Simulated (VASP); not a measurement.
Write the native input for VASP 6.6.1 that does the following.

- Task: relaxation of cell and atoms
- Functional: BEEF-vdW
- Potentials or basis: VASP PAW PBE potentials, release 64 (Pb_d, Te)
- Cutoff: 600 eV
- k mesh: 7 × 7 × 7
- Occupations: fermi-dirac, width 0.05 eV
- Spin: no spin polarisation
- Further INCAR settings: ALGO = Normal; EDIFF = 1e-06; IBRION = 2; EDIFFG = -0.02; NSW = 40; ISIF = 3

The structure of TePb lies in POSCAR:

```
TePb
1.0
    0.0000000000      3.2310000000      3.2310000000
    3.2310000000      0.0000000000      3.2310000000
    3.2310000000      3.2310000000      0.0000000000
Pb Te
1 1
Direct
    0.0000000000      0.0000000000      0.0000000000
    0.5000000000      0.5000000000      0.5000000000
```

The input as run:

INCAR

```
PREC = Accurate
ENCUT = 600
EDIFF = 1E-6
ISMEAR = -1
SIGMA = 0.05
LREAL = False
LASPH = True
NELM = 60
ALGO = Normal
ISIF = 3
LWAVE = False
LCHARG = False
GGA = BF
LUSE_VDW = True
ZAB_VDW = -1.8867
IBRION = 2
NSW = 40
EDIFFG = -0.02
```

KPOINTS

```
regular mesh
0
Gamma
  7 7 7
```

Potentials or basis: VASP PAW PBE potentials, release 64 (Pb_d, Te).

The run is started by

```bash
$ cat potpaw_PBE.64/Pb_d/POTCAR potpaw_PBE.64/Te/POTCAR > POTCAR
$ mpirun -np 1 vasp_std > vasp.out
```

It gave:

```yaml
Relaxed_volume: 36.52 Å³/atom
Relaxed_cell: a = 4.692 Å, b = 4.692 Å, c = 4.692 Å, α = 60.00°, β = 60.00°, γ = 60.00°
Space_group_after_relaxing_to_0.05_Å: Fm-3m (No. 225)
Energy_gained_by_relaxing: 27.9 meV/atom
Ionic_steps: 3
Pressure_after_relaxing: 0.0 GPa
```

Caveat: the PAW data sets were made with another functional, which shifts forces and pressure a little.

Wall time 2.6 min on 1 thread of AMD EPYC 9R45 96-Core Processor (Zen 5) (shared host), peak memory 0.55 GiB.
